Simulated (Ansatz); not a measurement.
**Sn: levels along high-symmetry lines**

```yaml
crystal:
  lattice:
    - [-1.72654, 1.77555, 2.33834]
    - [1.72654, -1.77555, 2.33834]
    - [1.72654, 1.77555, -2.33834]
  atoms:
    - { symbol: Sn, position: [0.00000, 0.00000, 0.00000] }
```

The conventional cell has a = 3.453 Å, b = 3.551 Å, c = 4.677 Å, α = 90.00°, β = 90.00°, γ = 90.00°. Sn (atom 1) is surrounded by 12 Sn at 3.41 to 3.55 Å.

Structure from Materials Project entry mp-623511 (possibly hypothetical), not relaxed further.

No spin–orbit coupling, which matters for the heavy atoms here.

The calculation used Ansatz 0.2.0, DFT, PBEsol, all-electron LAPW, scalar-relativistic.

Numerical set-up: a Γ-centred 16×16×16 k mesh, Fermi–Dirac smearing of 0.03 eV, basis error target 1 meV/atom, no spin polarisation.

Points in fractions of the reciprocal vectors of this cell: Γ (0, 0, 0), X (0.5, 0.5, -0.5), F2 (0.386, 0.614, -0.386), Σ0 (-0.386, 0.386, 0.386), Y0 (0.394, -0.394, 0.394), U0 (0.606, 0.394, -0.394). The path joins them by straight lines in the order Γ–X–F2–Σ0–Γ–Y0–U0–X–Γ; legs that retrace an earlier one aren't tabulated. Energies are in eV from the Fermi level.

(1) Is there a gap?

(2) List the levels between -5 and 4.5 eV at the symmetry points.

Answers

(1) none: bands cross the Fermi level, a metal.

(2) 
Γ: none in this range
X: -4.46, -3.07, 1.21, 1.85
F2: -4.58, -2.32, -1.19, 1.93
Σ0: -4.58, -2.32, -1.19, 1.93
Y0: -4.72, -2.46, -1.17, 2.43
U0: -4.72, -2.46, -1.17, 2.43
